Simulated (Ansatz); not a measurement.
**A Be vacancy and a C vacancy, 4.70 Å apart on the ideal sites in antifluorite Be2C, 94 atoms, charge 0**

Level of theory: Ansatz 0.2.0, DFT, PBEsol, PAW, plane waves.

Command:

```sh
ansatz run in.yaml --threads 8 --pin off --max-ram 118750MiB --runs-dir r --events-out ev --progress --plain --backend cuda --devices 0, --max-vram 170GiB
```

The input less its lattice and atoms (starting moments on atoms near the defect: 4 μB in all):

```yaml
crystal:
  symmetry: { detect: false }
kpoints:
  mp_grid: { grid: [1, 1, 1], shift: [0.25, 0.25, 0.25] }
hamiltonian:
  xc: pbesol
magnetization:
  spin_polarized: true
scf:
  occupations: { method: fermi_dirac, width: 0.01 }
relax:
  f_tol: 0.03
  max_steps: 80
  escape_saddle: false
  adjacent_minimum: "off"
output:
  forces: true
  eigenvalues: true
  populations: true
```

Start:

```xyz
94
Lattice="8.6213 0.0000 0.0000 0.0000 8.6213 0.0000 0.0000 0.0000 8.6213" Properties=species:S:1:pos:R:3 pbc="T T T"
Be    3.2403    1.0839    1.0641
Be    3.2799    1.0442    5.4035
Be    3.2223    5.3847    1.0898
Be    7.5307    1.0816    1.0544
Be    7.5181    1.0912    5.3819
Be    7.5502    5.3741    1.0572
Be    7.5413    5.3428    5.3920
Be    1.0757    3.1916    1.0529
Be    1.0852    3.2439    5.3758
Be    1.0832    7.5424    1.0651
Be    1.0919    7.5602    5.3561
Be    5.4296    3.2291    1.0843
Be    5.4038    3.2044    5.4170
Be    5.4320    7.5744    1.0769
Be    5.3883    7.5681    5.3748
Be    1.0653    1.0768    3.2470
Be    1.0804    1.0622    7.5512
Be    1.0863    5.3784    3.2179
Be    1.0826    5.3852    7.5314
Be    5.3962    1.1013    3.2524
Be    5.3907    1.0967    7.5170
Be    5.3992    5.3917    3.2639
Be    5.3843    5.3658    7.5181
Be    1.0670    1.0382    1.0739
Be    1.0925    1.0729    5.3953
Be    1.0803    5.3547    1.1078
Be    1.0733    5.3741    5.3661
Be    5.3745    1.1018    1.0794
Be    5.4320    1.0734    5.3989
Be    5.3914    5.3978    1.0933
Be    5.4335    5.3689    5.3714
Be    3.2287    3.2501    3.2336
Be    3.2846    3.2298    7.5738
Be    3.2367    7.5513    3.2116
Be    3.2366    7.5445    7.5799
Be    7.5122    3.2019    3.2120
Be    7.5282    3.1942    7.5390
Be    7.5335    7.5063    3.2105
Be    7.5755    7.5462    7.5190
Be    3.2569    3.2515    1.0606
Be    3.2377    3.2220    5.4100
Be    3.2412    7.5437    1.0786
Be    3.2006    7.5526    5.3952
Be    7.5235    3.2526    1.1034
Be    7.5637    3.2329    5.3965
Be    7.5525    7.5175    1.0937
Be    7.5810    7.5194    5.3987
Be    3.2348    1.0749    3.2609
Be    3.2877    1.1076    7.5181
Be    3.2235    5.4002    3.2119
Be    3.2191    5.4041    7.5471
Be    7.5667    1.0610    3.2729
Be    7.5619    1.0678    7.5439
Be    7.5482    5.4122    3.2408
Be    7.5357    5.3749    7.5612
Be    1.0639    3.2437    3.2297
Be    1.0292    3.2164    7.5368
Be    1.0802    7.5279    3.2394
Be    1.0845    7.5462    7.5178
Be    5.3971    3.1917    3.1956
Be    5.3761    3.2366    7.5102
Be    5.3769    7.5509    3.1958
Be    5.4042    7.5538    7.5344
C     8.5784    0.0067    8.6188
C     8.5787    4.3089    8.6188
C     0.0018    4.3126    4.3261
C     4.2867    8.5762    8.5908
C     4.3046    8.6171    4.3063
C     4.3224    4.3053    0.0203
C     4.3092    4.3071    4.3337
C     2.1043    2.1263    0.0120
C     2.1639    2.1603    4.3313
C     2.1410    6.4499    0.0134
C     2.1836    6.4860    4.3316
C     6.4759    2.1262    8.5959
C     6.4617    2.1420    4.3455
C     6.4873    6.4435    0.0081
C     6.4419    6.4301    4.2819
C     2.1620    0.0112    2.1475
C     2.1733    8.6055    6.4669
C     2.1648    4.3261    2.1849
C     2.1548    4.3085    6.4384
C     6.4666    8.6048    2.2082
C     6.4548    0.0005    6.4632
C     6.4541    4.3371    2.1515
C     6.4688    4.3213    6.4645
C     0.0166    2.1297    2.1870
C     0.0031    2.1669    6.4530
C     0.0094    6.4675    2.1566
C     0.0046    6.4085    6.4342
C     4.2954    2.1154    2.1396
C     4.3593    2.1325    6.4651
C     4.2887    6.4558    2.1663
C     4.3013    6.4891    6.4830
```

Steps:

```tsv
step	energy less the first (eV)	largest force component (eV/Å)
start	0.000	2.442
1	-2.584	1.356
2	-3.509	0.312
3	-3.545	0.067
4	-3.548	0.016
```

End:

```
Be C
1.0
     8.62128    0.00000    0.00000
     0.00000    8.62128    0.00000
     0.00000    0.00000    8.62128
Be C
63 31
Direct
  0.37576 0.12527 0.12478
  0.37672 0.12414 0.62456
  0.37549 0.62429 0.12417
  0.87540 0.12368 0.12323
  0.86874 0.12998 0.63101
  0.87446 0.62419 0.12470
  0.87544 0.62272 0.62437
  0.12621 0.37468 0.12608
  0.12609 0.37687 0.62760
  0.12458 0.87449 0.12172
  0.13229 0.86642 0.62896
  0.62521 0.37435 0.12355
  0.62432 0.37522 0.62272
  0.62479 0.87335 0.12587
  0.62232 0.87301 0.62724
  0.13183 0.13222 0.36713
  0.12490 0.12267 0.87621
  0.12562 0.62584 0.37663
  0.12685 0.62151 0.87431
  0.62396 0.12226 0.37508
  0.62493 0.12649 0.87507
  0.62432 0.62136 0.37544
  0.62374 0.62728 0.87406
  0.12518 0.12426 0.12287
  0.13298 0.13181 0.63171
  0.12693 0.62420 0.12495
  0.14414 0.62252 0.62490
  0.62486 0.12515 0.12475
  0.62302 0.12387 0.62456
  0.62474 0.62400 0.12509
  0.60479 0.62302 0.62652
  0.37855 0.37551 0.37583
  0.37247 0.37499 0.87439
  0.37448 0.87396 0.37637
  0.37831 0.87204 0.87388
  0.87700 0.37593 0.37519
  0.87311 0.37462 0.87504
  0.86745 0.86769 0.36796
  0.87675 0.87452 0.87684
  0.37553 0.37517 0.12531
  0.37665 0.39607 0.62712
  0.37523 0.87291 0.12456
  0.37686 0.85727 0.62452
  0.87448 0.37486 0.12472
  0.87627 0.37640 0.62473
  0.87567 0.87472 0.12350
  0.86799 0.86691 0.63230
  0.37690 0.12441 0.37647
  0.37553 0.12509 0.87470
  0.37579 0.62430 0.39096
  0.37510 0.62380 0.85532
  0.87027 0.13028 0.36892
  0.87604 0.12418 0.87621
  0.87604 0.62293 0.37626
  0.87397 0.62392 0.87458
  0.12644 0.37730 0.37706
  0.12473 0.37328 0.87705
  0.12943 0.87121 0.36663
  0.12601 0.87425 0.87554
  0.62675 0.37294 0.37246
  0.62403 0.37565 0.87384
  0.62290 0.87378 0.37671
  0.62643 0.87484 0.87674
  0.99995 0.99975 0.00023
  0.99894 0.49876 0.00138
  0.00090 0.49942 0.50008
  0.50076 0.00065 0.00120
  0.50044 0.99898 0.49991
  0.50055 0.49908 0.99983
  0.50702 0.49262 0.49355
  0.24926 0.24748 0.00131
  0.24733 0.24690 0.49957
  0.24944 0.75019 0.99961
  0.24169 0.75817 0.49446
  0.75121 0.24845 0.00026
  0.75438 0.24532 0.49950
  0.75200 0.75040 0.00145
  0.75284 0.75243 0.49947
  0.24745 0.00075 0.25078
  0.24734 0.99957 0.74768
  0.24979 0.49949 0.25106
  0.24318 0.49256 0.75637
  0.75326 0.99965 0.25212
  0.75373 0.00022 0.74812
  0.75223 0.49886 0.24932
  0.75041 0.49912 0.74966
  0.00013 0.24693 0.25179
  0.99919 0.24536 0.74774
  0.99891 0.75262 0.25124
  0.00049 0.75209 0.74811
  0.50095 0.24745 0.24933
  0.50046 0.24947 0.74968
  0.50052 0.75014 0.25107
  0.50637 0.75595 0.75585
```

The run converged.

Time: 4.9 s of wall time on one NVIDIA GB200 with 8 processor threads, on a host shared with other runs; peak host memory 1.8 GiB.

**Question.** How much energy did the relaxation gain, and which atom moved most?

**Answer.** 3.55 eV in 4 steps, from a start with small random displacements; atom 31 (Be) moved 0.22 Å, the median atom 0.04 Å (drift of the whole cell removed).

The moment started at 4 μB and ended at 0.0 μB; no other spin state is shown. The program warned that the state may not be the lowest. The one k point has no symmetry partners, which can distort the end along one axis.
